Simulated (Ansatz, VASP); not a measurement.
# One calculation of BN, two programs

```xyz
4
Lattice="2.5406 0.0000 0.0000 -1.2703 2.2002 0.0000 0.0000 0.0000 4.2027" Properties=species:S:1:pos:R:3 pbc="T T T"
B     0.0000    1.4668   -0.0010
B     1.2703    0.7334    2.1003
N     0.0000    1.4668    1.5728
N     1.2703    0.7334    3.6741
```

Alike in both runs: task single point; functional PBEsol; k mesh 9 × 9 × 6; no spin polarisation.

|  | VASP | Ansatz |
| --- | --- | --- |
| version | VASP 6.6.1 | Ansatz 0.2.0 |
| potentials or method | VASP PAW PBE potentials, release 64 (B, N) | scalar-relativistic, plane waves, PAW |
| plane-wave cutoff (eV) | 520 | 420 |
| occupations | gaussian, width 0.01 eV | fixed |
| valence electrons in the cell | 16 | 16 |

```csv
,VASP,Ansatz,Ansatz less VASP
gap on the k mesh at the Fermi level (eV),4.95,4.96,+0.013
least direct gap on the mesh (eV),8.21,8.21,+0.001
pressure (GPa),0.8,0.0,-0.81
largest component of the traceless stress (GPa),0.06,0.00,-0.057
```

Ansatz warned: «pseudo_functional_mismatch».

Caveats: the PAW data sets were made with another functional, which shifts forces and pressure a little (VASP); an odd mesh through Γ misses points on the zone boundary, where band edges often lie. As with any semilocal functional, this PBEsol gap is likely too small.
